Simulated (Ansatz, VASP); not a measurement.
**Two plane-wave programs on PbO**

```
CELL_PARAMETERS angstrom
4.26033 0.00000 0.00000
-2.13016 3.68955 0.00000
0.00000 0.00000 5.27676
ATOMIC_POSITIONS crystal
Pb 0.33333 0.66667 0.25000
Pb 0.66667 0.33333 0.75000
O 0.66667 0.33333 0.25000
O 0.33333 0.66667 0.75000
```

Alike in both runs: task single point; functional PBE; k mesh 12 × 12 × 6; no spin polarisation.

|  | VASP | Ansatz |
| --- | --- | --- |
| version | VASP 6.6.1 | Ansatz 0.2.0 |
| potentials or method | VASP PAW PBE potentials, release 64 (Pb_d, O) | plane waves, PAW |
| plane-wave cutoff (eV) | 520 | 420 |
| occupations | gaussian, width 0.01 eV | fixed |
| valence electrons in the cell | 40 | 40 |

|  | VASP | Ansatz | Ansatz less VASP |
| --- | --- | --- | --- |
| gap on the k mesh at the Fermi level (eV) | 1.28 | 1.28 | -0.001 |
| pressure (GPa) | 2.4 | 2.4 | +0.03 |
| largest component of the traceless stress (GPa) | 0.05 | 0.02 | -0.030 |

Caveats: spin-orbit coupling is left out, which as a rule narrows the gap of such compounds by several tenths of an eV. PBE gaps usually lie below the measured ones, often by a third to a half. A k mesh can miss the band edges.
